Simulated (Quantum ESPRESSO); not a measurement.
# Sn (Im-3m) in Quantum ESPRESSO: notebook

The runs below take Sn through phonons, energy-loss spectrum, with LDA, PBE.

Program: Quantum ESPRESSO 7.5. These are calculated values, not measurements. Logs are shortened: lines on timing, memory, paths and dates and some standing lists are left out, and cuts for length are marked.

## (1) Starting point

Symmetry: Im-3m, No. 229, cubic system. The conventional cell has a = 3.789 Å, b = 3.789 Å, c = 3.789 Å, α = 90.00°, β = 90.00°, γ = 90.00°. Sn (site symmetry m-3m) is surrounded by 8 Sn at 3.28 Å.

This isn't the form of Sn at room conditions, which is tetragonal (white tin).

## (2) Phonons, LDA

The input, pw.in:

```
&CONTROL
  calculation = 'scf'
  prefix = 'pwscf'
  outdir = './tmp'
  pseudo_dir = './pseudo'
  tprnfor = .true.
  tstress = .true.
  disk_io = 'low'
/
&SYSTEM
  ibrav = 0
  nat = 1
  ntyp = 1
  ecutwfc = 52
  ecutrho = 312
  nbnd = 13
  occupations = 'smearing'
  smearing = 'mv'
  degauss = 0.00999582
/
&ELECTRONS
  conv_thr = 2d-10
  electron_maxstep = 120
  mixing_beta = 0.5
/
ATOMIC_SPECIES
Sn   118.7100 Sn.LDA_PW-JTH.UPF
CELL_PARAMETERS angstrom
  -1.8946518192    1.8946518192    1.8946518192
   1.8946518192   -1.8946518192    1.8946518192
   1.8946518192    1.8946518192   -1.8946518192
ATOMIC_POSITIONS crystal
Sn     0.0000000000    0.0000000000    0.0000000000
K_POINTS automatic
8 8 8 1 1 1
```

The input, relax.in:

```
&CONTROL
  calculation = 'vc-relax'
  prefix = 'pwscf'
  outdir = './tmp'
  pseudo_dir = './pseudo'
  tprnfor = .true.
  tstress = .true.
  disk_io = 'low'
  nstep = 40
  forc_conv_thr = 0.0001
  etot_conv_thr = 1d-06
/
&SYSTEM
  ibrav = 0
  nat = 1
  ntyp = 1
  ecutwfc = 52
  ecutrho = 312
  nbnd = 13
  occupations = 'smearing'
  smearing = 'mv'
  degauss = 0.00999582
/
&ELECTRONS
  conv_thr = 2d-10
  electron_maxstep = 120
  mixing_beta = 0.5
/
&IONS
  ion_dynamics = 'bfgs'
/
&CELL
  cell_dynamics = 'bfgs'
  press = 0
  press_conv_thr = 0.2
/
ATOMIC_SPECIES
Sn   118.7100 Sn.LDA_PW-JTH.UPF
CELL_PARAMETERS angstrom
  -1.8946518192    1.8946518192    1.8946518192
   1.8946518192   -1.8946518192    1.8946518192
   1.8946518192    1.8946518192   -1.8946518192
ATOMIC_POSITIONS crystal
Sn     0.0000000000    0.0000000000    0.0000000000
K_POINTS automatic
8 8 8 1 1 1
```

The input, scf2.in:

```
&CONTROL
  calculation = 'scf'
  prefix = 'pwscf'
  outdir = './tmp'
  pseudo_dir = './pseudo'
  tprnfor = .true.
  tstress = .true.
  disk_io = 'low'
/
&SYSTEM
  ibrav = 0
  nat = 1
  ntyp = 1
  ecutwfc = 52
  ecutrho = 312
  nbnd = 13
  occupations = 'smearing'
  smearing = 'mv'
  degauss = 0.00999582
/
&ELECTRONS
  conv_thr = 1d-13
  electron_maxstep = 120
  mixing_beta = 0.5
  startingpot = 'file'
  startingwfc = 'file'
/
ATOMIC_SPECIES
Sn   118.7100 Sn.LDA_PW-JTH.UPF
CELL_PARAMETERS angstrom
  -1.8571387572    1.8571387572    1.8571387572
   1.8571387572   -1.8571387572    1.8571387572
   1.8571387572    1.8571387572   -1.8571387572
ATOMIC_POSITIONS crystal
Sn     0.0000000000    0.0000000000    0.0000000000
K_POINTS automatic
8 8 8 1 1 1
```

The input, ph.in:

```
phonons of Sn
&INPUTPH
  prefix = 'pwscf'
  outdir = './tmp'
  tr2_ph = 1d-18
  fildyn = 'dyn'
  niter_ph = 90
  alpha_mix(1) = 0.4
/
0.4330127019 0.4330127019 0.4330127019
```

The input, relax_v0.99.in:

```
&CONTROL
  calculation = 'relax'
  prefix = 'pwscf'
  outdir = './tmp'
  pseudo_dir = './pseudo'
  tprnfor = .true.
  tstress = .true.
  disk_io = 'low'
  nstep = 30
  forc_conv_thr = 0.0001
  etot_conv_thr = 1d-06
/
&SYSTEM
  ibrav = 0
  nat = 1
  ntyp = 1
  ecutwfc = 52
  ecutrho = 312
  nbnd = 13
  occupations = 'smearing'
  smearing = 'mv'
  degauss = 0.00999582
/
&ELECTRONS
  conv_thr = 1d-13
  electron_maxstep = 120
  mixing_beta = 0.5
/
&IONS
  ion_dynamics = 'bfgs'
/
ATOMIC_SPECIES
Sn   118.7100 Sn.LDA_PW-JTH.UPF
CELL_PARAMETERS angstrom
  -1.8509275444    1.8509275444    1.8509275444
   1.8509275444   -1.8509275444    1.8509275444
   1.8509275444    1.8509275444   -1.8509275444
ATOMIC_POSITIONS crystal
Sn     0.0000000000    0.0000000000    0.0000000000
K_POINTS automatic
8 8 8 1 1 1
```

The input, ph_v0.99.in:

```
phonons at 0.99 of the volume
&INPUTPH
  prefix = 'pwscf'
  outdir = './tmp'
  tr2_ph = 1d-18
  fildyn = 'dyn_v0.99'
  niter_ph = 90
  alpha_mix(1) = 0.4
/
0.4330127019 0.4330127019 0.4330127019
```

The input, relax_v1.01.in:

```
&CONTROL
  calculation = 'relax'
  prefix = 'pwscf'
  outdir = './tmp'
  pseudo_dir = './pseudo'
  tprnfor = .true.
  tstress = .true.
  disk_io = 'low'
  nstep = 30
  forc_conv_thr = 0.0001
  etot_conv_thr = 1d-06
/
&SYSTEM
  ibrav = 0
  nat = 1
  ntyp = 1
  ecutwfc = 52
  ecutrho = 312
  nbnd = 13
  occupations = 'smearing'
  smearing = 'mv'
  degauss = 0.00999582
/
&ELECTRONS
  conv_thr = 1d-13
  electron_maxstep = 120
  mixing_beta = 0.5
/
&IONS
  ion_dynamics = 'bfgs'
/
ATOMIC_SPECIES
Sn   118.7100 Sn.LDA_PW-JTH.UPF
CELL_PARAMETERS angstrom
  -1.8633086987    1.8633086987    1.8633086987
   1.8633086987   -1.8633086987    1.8633086987
   1.8633086987    1.8633086987   -1.8633086987
ATOMIC_POSITIONS crystal
Sn     0.0000000000    0.0000000000    0.0000000000
K_POINTS automatic
8 8 8 1 1 1
```

The input, ph_v1.01.in:

```
phonons at 1.01 of the volume
&INPUTPH
  prefix = 'pwscf'
  outdir = './tmp'
  tr2_ph = 1d-18
  fildyn = 'dyn_v1.01'
  niter_ph = 90
  alpha_mix(1) = 0.4
/
0.4330127019 0.4330127019 0.4330127019
```

Potentials or basis: JTH 2.0 LDA.

The run is started by

```bash
$ OMP_NUM_THREADS=1 pw.x -in pw.in > pw.out
$ OMP_NUM_THREADS=1 pw.x -in relax.in > relax.out
$ OMP_NUM_THREADS=1 pw.x -in scf2.in > scf2.out
$ OMP_NUM_THREADS=1 ph.x -in ph.in > ph.out
$ OMP_NUM_THREADS=1 pw.x -in relax_v0.99.in > relax_v0.99.out
$ OMP_NUM_THREADS=1 ph.x -in ph_v0.99.in > ph_v0.99.out
$ OMP_NUM_THREADS=1 pw.x -in relax_v1.01.in > relax_v1.01.out
$ OMP_NUM_THREADS=1 ph.x -in ph_v1.01.in > ph_v1.01.out
```

pw.out:

```text
This program is part of the open-source Quantum ESPRESSO suite
     for quantum simulation of materials; please cite
         "P. Giannozzi et al., J. Phys.:Condens. Matter 21 395502 (2009);
         "P. Giannozzi et al., J. Phys.:Condens. Matter 29 465901 (2017);
         "P. Giannozzi et al., J. Chem. Phys. 152 154105 (2020);
     in publications or presentations arising from this work. More details at

     file Sn.LDA_PW-JTH.UPF: wavefunction(s)  0S 5P 0P 4D 0D renormalized
     Message from routine setup:
     using ibrav=0 with symmetry is DISCOURAGED, use correct ibrav instead

     G-vector sticks info
     --------------------
     sticks:   dense  smooth     PW     G-vecs:    dense   smooth      PW
     Sum         905     607    181                17117     9405    1601

     Using Slab Decomposition

     bravais-lattice index     =            0
     lattice parameter (alat)  =       6.2014  a.u.
     unit-cell volume          =     183.5882 (a.u.)^3
     number of atoms/cell      =            1
     number of atomic types    =            1
     number of electrons       =        14.00
     number of Kohn-Sham states=           13
     kinetic-energy cutoff     =      52.0000  Ry
     charge density cutoff     =     312.0000  Ry
     scf convergence threshold =      2.0E-10
     mixing beta               =       0.5000
     number of iterations used =            8  plain     mixing
     Exchange-correlation= SLA PW NOGX NOGC
                           (   1   4   0   0   0   0   0)

     celldm(1)=   6.201388  celldm(2)=   0.000000  celldm(3)=   0.000000
     celldm(4)=   0.000000  celldm(5)=   0.000000  celldm(6)=   0.000000

     crystal axes: (cart. coord. in units of alat)
               a(1) = (  -0.577350   0.577350   0.577350 )
               a(2) = (   0.577350  -0.577350   0.577350 )
               a(3) = (   0.577350   0.577350  -0.577350 )

     reciprocal axes: (cart. coord. in units 2 pi/alat)
               b(1) = ( -0.000000  0.866025  0.866025 )
               b(2) = (  0.866025 -0.000000  0.866025 )
               b(3) = (  0.866025  0.866025  0.000000 )

     PseudoPot. # 1 for Sn read from file:
     Sn.LDA_PW-JTH.UPF
     Pseudo is Projector augmented-wave + core cor, Zval = 14.0
     Generated using ATOMPAW code
     Shape of augmentation charge: BESSEL
     Using radial grid of 1090 points,  6 beta functions with:
                l(1) =   0
                l(2) =   0
                l(3) =   1
                l(4) =   1
                l(5) =   2
                l(6) =   2
     Q(r) pseudized with 0 coefficients

     atomic species   valence    mass     pseudopotential
     Sn               14.00   118.71000     Sn( 1.00)

     48 Sym. Ops., with inversion, found

   Cartesian axes

     site n.     atom                  positions (alat units)
         1        Sn     tau(   1) = (   0.0000000   0.0000000   0.0000000  )

     number of k points=    26  Marzari-Vanderbilt smearing, width (Ry)=  0.0100
                       cart. coord. in units 2pi/alat
        k(    1) = (   0.1082532   0.1082532   0.1082532), wk =   0.0312500
        k(    2) = (   0.2165064   0.2165064   0.1082532), wk =   0.0937500
        k(    3) = (   0.3247595   0.3247595   0.1082532), wk =   0.0937500
        k(    4) = (   0.4330127   0.4330127   0.1082532), wk =   0.0468750
        k(    5) = (   0.0000000   0.0000000   0.1082532), wk =   0.0234375
        k(    6) = (   0.3247595   0.2165064   0.2165064), wk =   0.0937500
[... 18 lines left out ...]
        k(   25) = (  -0.7577722  -0.1082532  -0.1082532), wk =   0.0312500
        k(   26) = (   0.0000000  -0.0000000   0.7577722), wk =   0.0234375

     Dense  grid:    17117 G-vectors     FFT dimensions: (  36,  36,  36)

     Smooth grid:     9405 G-vectors     FFT dimensions: (  30,  30,  30)

     Check: negative core charge=   -0.000001

     Initial potential from superposition of free atoms

     starting charge      13.9989, renormalised to      14.0000
     Starting wfcs are   18 randomized atomic wfcs

     Self-consistent Calculation

     iteration #  1     ecut=    52.00 Ry     beta= 0.50
     Davidson diagonalization with overlap
     ethr =  1.00E-02,  avg # of iterations =  4.8

     Threshold (ethr) on eigenvalues was too large:
     Diagonalizing with lowered threshold

     Davidson diagonalization with overlap
     ethr =  1.77E-05,  avg # of iterations =  6.0

     total energy              =    -431.34483827 Ry
     estimated scf accuracy    <       0.00248651 Ry

     iteration #  2     ecut=    52.00 Ry     beta= 0.50
     Davidson diagonalization with overlap
     ethr =  1.78E-05,  avg # of iterations =  1.2

     total energy              =    -431.34499353 Ry
     estimated scf accuracy    <       0.00027351 Ry

     iteration #  3     ecut=    52.00 Ry     beta= 0.50
     Davidson diagonalization with overlap
     ethr =  1.95E-06,  avg # of iterations =  3.3

     total energy              =    -431.34504123 Ry
     estimated scf accuracy    <       0.00001084 Ry
[... 19 lines left out ...]
     total energy              =    -431.34504591 Ry
     estimated scf accuracy    <          1.1E-09 Ry

     iteration #  7     ecut=    52.00 Ry     beta= 0.50
     Davidson diagonalization with overlap
     ethr =  7.94E-12,  avg # of iterations =  2.8

     total energy              =    -431.34504591 Ry
     estimated scf accuracy    <          7.3E-10 Ry

     iteration #  8     ecut=    52.00 Ry     beta= 0.50
     Davidson diagonalization with overlap
     ethr =  5.25E-12,  avg # of iterations =  2.0

     End of self-consistent calculation

          k = 0.1083 0.1083 0.1083 (  1154 PWs)   bands (ev):

   -11.4087 -11.4087 -11.3542 -11.2723 -11.2723  -0.5990  14.7201  16.3761
    16.3761  20.7785  20.7785  23.6871  23.6877

          k = 0.2165 0.2165 0.1083 (  1151 PWs)   bands (ev):

   -11.4247 -11.3913 -11.2873 -11.2805 -11.2718   0.4184  11.4351  14.0975
    15.1728  20.3664  20.7390  22.8083  24.4690

          k = 0.3248 0.3248 0.1083 (  1159 PWs)   bands (ev):

   -11.4398 -11.3816 -11.2810 -11.2724 -11.2212   2.0715   7.9997  12.8339
    14.3247  19.7143  20.2289  24.0848  25.5127

          k = 0.4330 0.4330 0.1083 (  1166 PWs)   bands (ev):

   -11.4458 -11.3828 -11.2745 -11.2729 -11.1955   3.6275   5.8125  12.4185
    14.0283  19.4757  20.0041  25.2763  26.3458

          k = 0.0000 0.0000 0.1083 (  1165 PWs)   bands (ev):

   -11.4017 -11.4017 -11.3994 -11.2730 -11.2660  -0.9387  16.8986  17.1323
    17.1323  20.8202  21.5899  21.5899  22.8866

          k = 0.3248 0.2165 0.2165 (  1159 PWs)   bands (ev):

   -11.4215 -11.3831 -11.2831 -11.2759 -11.2412   1.7492   9.4810  11.4380
    13.5738  21.5128  22.1610  24.1292  25.4354

          k = 0.4330 0.3248 0.2165 (  1170 PWs)   bands (ev):

   -11.4244 -11.3593 -11.2791 -11.2764 -11.2305   3.5271   7.1014  10.0887
    12.9124  21.3915  23.4249  24.4090  26.0983

          k =-0.0000-0.1083 0.2165 (  1154 PWs)   bands (ev):

   -11.4128 -11.3848 -11.3403 -11.2872 -11.2678  -0.2597  13.4738  15.5303
    16.4364  19.5508  20.4327  21.2410  25.0090

          k = 0.5413 0.3248 0.3248 (  1166 PWs)   bands (ev):

   -11.4162 -11.3087 -11.3087 -11.2627 -11.2627   4.4795   7.6642   7.6642
    12.5505  22.8080  23.9652  23.9652  28.8357

          k = 0.0000-0.2165 0.3248 (  1160 PWs)   bands (ev):

   -11.4300 -11.3765 -11.2913 -11.2729 -11.2538   1.0907   9.6634  14.1033
    15.5671  18.9722  19.4034  21.7224  26.2771

          k = 0.1083-0.1083 0.3248 (  1149 PWs)   bands (ev):

   -11.4078 -11.3699 -11.3011 -11.2869 -11.2708   0.7550  11.3135  12.8691
    15.8212  19.0957  19.7035  22.9767  24.6879

          k = 0.0000-0.3248 0.4330 (  1157 PWs)   bands (ev):

   -11.4421 -11.3848 -11.2811 -11.2765 -11.1915   2.9708   6.4810  13.3213
    15.0331  18.6024  18.8861  23.2330  25.4508

          k = 0.1083-0.2165 0.4330 (  1153 PWs)   bands (ev):

   -11.4158 -11.3638 -11.2943 -11.2856 -11.2213   2.3969   8.2766  11.3525
    15.3017  18.7675  20.2598  22.9019  25.0579

          k =-0.7578-0.3248-0.3248 (  1162 PWs)   bands (ev):

   -11.4202 -11.3672 -11.2962 -11.2772 -11.1971   3.9184   6.1681  10.9299
    15.0641  18.5463  21.5158  22.8128  23.0197

          k =-0.6495-0.2165-0.3248 (  1170 PWs)   bands (ev):

   -11.4088 -11.3424 -11.3132 -11.2649 -11.2221   4.0640   7.4057   8.6583
    15.2615  19.6124  20.0782  22.1892  26.8744

          k = 0.3248 0.3248 0.3248 (  1163 PWs)   bands (ev):

   -11.3873 -11.3873 -11.2742 -11.2742 -11.2517   3.2770   8.1848  10.4958
    10.4958  24.9838  24.9839  26.6731  26.6732

          k = 0.4330 0.4330 0.3248 (  1160 PWs)   bands (ev):

   -11.3871 -11.3464 -11.2843 -11.2725 -11.2721   4.4551   7.3208   9.1926
    10.1731  25.4891  25.7685  27.1417  27.5717

          k =-0.0000-0.0000 0.3248 (  1164 PWs)   bands (ev):

   -11.3580 -11.3580 -11.3438 -11.3153 -11.2759   0.4169  13.4755  13.9466
    13.9466  17.4519  22.6026  22.6026  23.7338

          k = 0.0000-0.1083 0.4330 (  1166 PWs)   bands (ev):

   -11.3662 -11.3540 -11.3156 -11.2938 -11.2613   1.7568  10.2060  12.5646
    13.6399  17.2060  21.9894  22.4319  24.5301

          k = 0.0000-0.2165 0.5413 (  1167 PWs)   bands (ev):

   -11.3762 -11.3724 -11.3196 -11.2821 -11.1974   3.5999   7.1448  11.8126
    13.3431  18.4950  21.2485  21.4401  22.4330

          k = 0.1083-0.1083 0.5413 (  1170 PWs)   bands (ev):

   -11.3676 -11.3529 -11.3280 -11.2749 -11.2206   3.3562   8.7752  10.1365
    13.9248  16.8625  20.8839  21.7075  25.8286

          k =-0.7578-0.2165-0.2165 (  1162 PWs)   bands (ev):

   -11.3722 -11.3496 -11.3490 -11.2504 -11.2029   4.7625   7.1890   9.3679
    14.1312  17.8116  18.9264  21.2687  25.9563

          k = 0.0000 0.0000 0.5413 (  1156 PWs)   bands (ev):

   -11.3764 -11.3385 -11.2802 -11.2802 -11.2656   3.0662  10.9575  11.1977
    11.1977  15.2240  20.8100  25.4737  25.4803

          k = 0.0000-0.1083 0.6495 (  1164 PWs)   bands (ev):

   -11.3956 -11.3746 -11.2809 -11.2479 -11.2058   4.8303   8.3675  10.4515
    11.6250  15.4958  17.8583  24.8834  25.7031

          k =-0.7578-0.1083-0.1083 (  1177 PWs)   bands (ev):

   -11.4007 -11.4007 -11.2670 -11.2101 -11.2101   5.9176   8.6779   8.6779
    11.9980  15.7262  15.7262  24.9262  29.1232

          k = 0.0000-0.0000 0.7578 (  1172 PWs)   bands (ev):

   -11.4210 -11.4149 -11.2132 -11.2132 -11.2105   6.4494   9.7051   9.7051
     9.7067  14.1327  15.1274  27.9236  29.4526

     the Fermi energy is    10.1077 ev

!    total energy              =    -431.34504591 Ry
     total all-electron energy =      -431.345046 Ry
     estimated scf accuracy    <          2.5E-13 Ry
     smearing contrib. (-TS)   =      -0.00057316 Ry
     internal energy E=F+TS    =    -431.34447276 Ry

     The total energy is F=E-TS. E is the sum of the following terms:
     one-electron contribution =     -48.80913617 Ry
     hartree contribution      =      47.52896235 Ry
     xc contribution           =     -28.04755711 Ry
     ewald contribution        =     -99.61109473 Ry
     one-center paw contrib.   =    -302.40564710 Ry

     convergence has been achieved in   8 iterations

     Forces acting on atoms (cartesian axes, Ry/au):

     atom    1 type  1   force =     0.00000000    0.00000000    0.00000000

     Total force =     0.000000     Total SCF correction =     0.000000

     Computing stress (Cartesian axis) and pressure

          total   stress  (Ry/bohr**3)                   (kbar)     P=      -32.56
  -0.00022131   0.00000000   0.00000000          -32.56        0.00        0.00
   0.00000000  -0.00022131   0.00000000            0.00      -32.56        0.00
   0.00000000   0.00000000  -0.00022131            0.00        0.00      -32.56

=------------------------------------------------------------------------------=
   JOB DONE.
=------------------------------------------------------------------------------=
```

Wall time 5.2 min (1 thread of Arm Neoverse V1, shared host); peak memory 0.09 GiB.

Results:

| Quantity | Value |
| --- | --- |
| Free energy | -5868.7604 eV |
| Relaxed volume | 25.62 Å³/atom |
| Relaxed cell | a = 3.217 Å, b = 3.217 Å, c = 3.217 Å, α = 109.47°, β = 109.47°, γ = 109.47° |
| Space group after relaxing (to 0.05 Å) | Im-3m (No. 229) |
| Pressure after relaxing | 0.0 GPa |
| Band gap on the k mesh | none (metal or under the smearing width) |
| Highest phonon frequency at the q point run | 79 cm⁻¹ |

Step by step:
| step | energy change (eV) | largest force (eV/Å) | pressure (GPa) | volume (Å³) |
| --- | --- | --- | --- | --- |
| 1 | 0.0000 | 0.0000 | -3.26 | 27.20 |
| 2 | -0.0081 | 0.0000 | -2.49 | 26.76 |
| 3 | -0.0156 | 0.0000 | -1.12 | 26.09 |
| 4 | -0.0173 | 0.0000 | 0.12 | 25.57 |
| 5 | -0.0173 | 0.0000 | 0.00 | 25.62 |
| 6 | -0.0173 | 0.0000 | 0.00 | 25.62 |

Final structure:
```cif
data_structure
_symmetry_space_group_name_H-M 'P 1'
_symmetry_Int_Tables_number 1
_cell_length_a 3.2167
_cell_length_b 3.2167
_cell_length_c 3.2167
_cell_angle_alpha 109.471
_cell_angle_beta 109.471
_cell_angle_gamma 109.471
_cell_volume 25.62
loop_
_atom_site_label
_atom_site_type_symbol
_atom_site_fract_x
_atom_site_fract_y
_atom_site_fract_z
_atom_site_occupancy
Sn1 Sn 0.00000 0.00000 0.00000 1
```

Phonon frequencies in cm⁻¹ (negative: imaginary):
```csv
q point,frequencies
"(0.250, 0.250, 0.250)",79 79 79
```

Phonon modes at q = (0.250, 0.250, 0.250) in reciprocal lattice units:
```
mode  symmetry  cm⁻¹
   1       T_2    79
   2       T_2    79
   3       T_2    79
```

Mode Grüneisen parameters of phonons at q = (0.250, 0.250, 0.250) in reciprocal lattice units, in order of frequency: 2.81, 2.81, 2.81

Frequencies at 99 % and 101 % of the volume (pressures 0.7 and -0.6 GPa), ions relaxed:
```csv
mode,99 % (cm⁻¹),101 % (cm⁻¹),Grüneisen parameter
1,81.1,76.6,2.81
2,81.1,76.6,2.81
3,81.1,76.6,2.81
```

Caveat: the mesh is thin for the phonons of a metal.

(Continued in part 2 of 2.)
